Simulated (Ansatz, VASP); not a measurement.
## GeSbTe3 in VASP and in Ansatz

```
Te Sb Ge
1.0
     2.10348    1.21444    9.87146
    -2.10348    1.21444    9.87146
     0.00000   -2.42889    9.87146
Te Sb Ge
3 1 1
Direct
  0.21354 0.21354 0.21354
  0.79258 0.79258 0.79258
  0.99836 0.99836 0.99836
  0.39770 0.39770 0.39770
  0.59782 0.59782 0.59782
```

The cell comes from a database or a generator and needn't be the stable form of this composition.

Alike in both runs: task single point; functional PBE; k mesh 7 × 7 × 7; occupations fermi-dirac, width 0.05 eV; no spin polarisation.

|  | VASP | Ansatz |
| --- | --- | --- |
| version | VASP 6.6.1 | Ansatz 0.2.0 |
| potentials or method | VASP PAW PBE potentials, release 64 (Te, Sb, Ge_d) | Ansatz PAW |
| plane-wave cutoff (eV) | 520 | 420 |
| valence electrons in the cell | 37 | 77 |

Ansatz gave:

```
gap on the k mesh at the Fermi level (eV)       : none
pressure (GPa)                                  : 0.1
largest component of the traceless stress (GPa) : 0.10
rms of the force components (eV/Å)              : 0.032
```

Task: Estimate VASP's values.

Result: gap on the k mesh at the Fermi level (eV): none; pressure (GPa): 0.1; largest component of the traceless stress (GPa): 0.11; rms of the force components (eV/Å): 0.029.

Atom by atom the forces differ by 0.007 eV/Å (rms over components). A gap of «none» marks a metal or a gap that the smearing closes. The two sets of potentials don't hold the same shells in valence.

Spin-orbit coupling is left out, which matters for the levels of Sb, Te.
